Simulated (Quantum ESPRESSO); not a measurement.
Crystal: WC (Qusongite).

```
CELL_PARAMETERS angstrom
2.90650 0.00000 0.00000
-1.45325 2.51710 0.00000
0.00000 0.00000 2.83660
ATOMIC_POSITIONS crystal
W 0.00000 0.00000 0.00000
C 0.66667 0.33333 0.50000
```

* Program: Quantum ESPRESSO 7.5
* Task: phonons
* Functional: vdW-DF-cx
* Potentials or basis: PseudoDojo 0.4.1 SR PBE standard
* Cutoff: 1116 eV
* Density cutoff: 4463 eV
* k mesh: 7 × 7 × 6
* Occupations: cold, width 0.2 eV
* Spin: no spin polarisation
* Mixing beta: 0.5
* Most SCF iterations: 120
* SCF threshold: 4e-10 Ry

The cell and the atoms were relaxed first, to 10.38 Å³/atom (a = 2.908 Å, b = 2.908 Å, c = 2.834 Å, α = 90.00°, β = 90.00°, γ = 120.00°), and the response was taken there.

Problem. What is the highest optical frequency at the zone centre?

Solution. 623 cm⁻¹, a mode of symmetry E' (IR and Raman).

Optical modes at Γ, degenerate ones joined:
```csv
cm⁻¹,components,symmetry,active in
590,1,A''2,IR
623,2,E',IR and Raman
```

Caveat: the k mesh is coarse (spacing up to 0.37 Å⁻¹), so the values aren't converged; the mesh is thin for the phonons of a metal; the potentials were made for another functional, which shifts forces and pressure.
